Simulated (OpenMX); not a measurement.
Runs of OpenMX 3.8.5 on CdS (Hawleyite). The structure is cubic, space group F-43m (No. 216). Conventional cell: a = 5.833 Å, b = 5.833 Å, c = 5.833 Å, α = 90.00°, β = 90.00°, γ = 90.00°. Cd (site symmetry -43m) has 4 S at 2.53 Å as nearest neighbours. S (site symmetry -43m) has 4 Cd at 2.53 Å as nearest neighbours. 

| task | potentials or basis | max SCF cycles | grid points, held for all volumes | gap on the mesh (eV) | pressure (GPa) | V0 of scaled cells (Å³/atom) | B0 (GPa) |
| --- | --- | --- | --- | --- | --- | --- | --- |
| band structure | OpenMX 2013 PBE set, Cd7.0-s3p2d2f1, S7.0-s3p2d2f1, grid cutoff 500 Ry | 100 | - | 1.23 | 3.3 | - | - |
| band structure | OpenMX 2013 PBE set, Cd7.0-s3p2d1, S7.0-s2p2d1, grid cutoff 500 Ry | 100 | - | 1.23 | 3.3 | - | - |
| equation of state | OpenMX 2013 PBE set, Cd7.0-s3p2d2f1, S7.0-s3p2d2f1, fixed grid of 45 × 45 × 45 points | - | 45 × 45 × 45 | - | - | 26.12 | 54 |
| equation of state | OpenMX 2013 PBE set, Cd7.0-s3p2d1, S7.0-s2p2d1, fixed grid of 45 × 45 × 45 points | - | 45 × 45 × 45 | - | - | (a) | 58 |

Alike in all rows: level PBE; no spin polarisation; cell as given; k mesh 9 × 9 × 9; smearing fermi-dirac 0.05 eV.

Question: Estimate the missing entries.

Answer: (a) 26.09.

Caveats: the basis of atomic orbitals isn't converged, which shifts pressures, moduli and gaps; volumes in these bases differ from converged ones by about 1 %, for some elements by several (some runs).

A k mesh can miss the band edges, and the runs leave out spin-orbit coupling on Cd.
